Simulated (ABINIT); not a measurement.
The system is NaF (Villiaumite).

```
CELL_PARAMETERS angstrom
0.00000 2.32000 2.32000
2.32000 0.00000 2.32000
2.32000 2.32000 0.00000
ATOMIC_POSITIONS crystal
Na 0.00000 0.00000 0.00000
F 0.50000 0.50000 0.50000
```

Program: ABINIT 10.8.3 (patched build). Alike in all runs: no spin polarisation; cell as given.

Q: Order these runs on this cell by their band gap on the k mesh, lowest first.
A. level TB-mBJ; potentials or basis JTH PAW LDA v2.0; k mesh 10 × 10 × 10; cutoff (eV) 1306; smearing fermi-dirac 0.05 eV; fine-grid cutoff 1959.22 eV
B. level PBEsol; potentials or basis SG15 NC PBE v1.2; k mesh 6 × 6 × 6; cutoff (eV) 952; smearing fixed
C. level PBE0; potentials or basis SG15 NC PBE v1.2; k mesh 6 × 6 × 6; cutoff (eV) 952; smearing fixed; most SCF steps 60
D. level PBE; potentials or basis SG15 NC PBE v1.2; k mesh 6 × 6 × 6; cutoff (eV) 952; smearing fixed
E. level r2SCAN; potentials or basis Ansatz NC r2SCAN; k mesh 10 × 10 × 10; cutoff (eV) 1497; smearing fermi-dirac 0.05 eV

A: B (6.14 eV), D (6.33 eV), E (7.14 eV), C (9.20 eV), A (11.09 eV).

Caveats: the constant c of TB-mBJ comes from the pseudo density here, which moves gaps by up to 0.3 eV between sets of potentials (some runs).

A k mesh can miss the band edges.

Not every run made on this cell is shown here.
